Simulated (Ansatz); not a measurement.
AlSb under a change: electrons 5.0×10^21 cm⁻³

The parent structure is AlSb in the zinc blende structure (space group F-43m, No. 216; a = 6.177 Å).

The change: electron doping at 5.0×10^21 cm⁻³ (0.295 per cell), with a uniform compensating background at fixed cell and a 300 K Fermi–Dirac width.

Method: r2SCAN, PAW, 500 eV (Ansatz, a quantum-chemistry and plane-wave program; no spin-orbit coupling), earlier PAW set. Settings: 21×21×21 k-points, 0.0259 eV Fermi–Dirac smearing.

```json
[
 {"quantity": "gap between the host's bands", "base": "1.50 eV", "changed": "1.43 eV", "shift": "-0.07 eV"},
 {"quantity": "gap character", "base": "indirect, Γ → a point along ⟨100⟩, about 0.9 Å⁻¹ from Γ", "changed": "indirect, Γ → a point along ⟨100⟩, about 0.9 Å⁻¹ from Γ", "shift": "–"},
 {"quantity": "valley order (the lowest conduction-band minima on the path, energy above the VBM, named in the base's zone)", "base": "a point along ⟨100⟩, about 0.9 Å⁻¹ from Γ 1.51 eV; L along ⟨111⟩ 1.69 eV; Γ 2.03 eV", "changed": "a point along ⟨100⟩, about 0.9 Å⁻¹ from Γ 1.43 eV; L along ⟨111⟩ 1.66 eV; Γ 2.01 eV", "shift": "–"},
 {"quantity": "Fermi level relative to the doped band's edge (positive inside the band; to 0.05 eV)", "base": "–", "changed": "+0.60 eV", "shift": "–"}
]
```

Final structure:

```
CELL_PARAMETERS angstrom
      0.00000     3.08874     3.08874
      3.08874     0.00000     3.08874
      3.08874     3.08874     0.00000
ATOMIC_POSITIONS crystal
  Sb 0.75000 0.75000 0.75000
  Al 0.00000 0.00000 0.00000
```
Cell charge -0.294675.

Cost of the whole job for the changed cell (relaxation, final SCF and bands): about 60 core-seconds (a rough figure).

Carriers are added with a uniform compensating background; total energy and stress of such cells depend on the potential's zero and are not compared; many-body gap narrowing is missing at this level. With Sb present, leaving out spin-orbit coupling can change the band edges. No phonon test of stability was made.
